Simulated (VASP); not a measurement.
Crystal: GaP.

```
CELL_PARAMETERS angstrom
0.00000 2.72525 2.72525
2.72525 0.00000 2.72525
2.72525 2.72525 0.00000
ATOMIC_POSITIONS crystal
Ga 0.00000 0.00000 0.00000
P 0.25000 0.25000 0.25000
```

Base run:

| Property | Result |
| --- | --- |
| Program | VASP 6.6.1 |
| Functional | PBE |
| Potentials or basis | VASP PAW PBE potentials, release 64 (Ga_d, P) |
| Cutoff | 520 eV |
| k mesh | 7 × 7 × 7 |
| Occupations | fermi-dirac, width 0.02 eV |
| Spin | no spin polarisation |

Its results: pressure 2.4 GPa.

The run is repeated on the same cell with these changes: functional from PBE to PBEsol; spin from no spin polarisation to spin-orbit coupling, no magnetisation. What comes out?

Pressure -0.6 GPa.

Several settings changed at once, so the effect can't be laid on one alone.

Caveats: an odd mesh through Γ misses points on the zone boundary, where band edges often lie (some runs); the PAW data sets were made with another functional, which shifts forces and pressure a little (some runs).
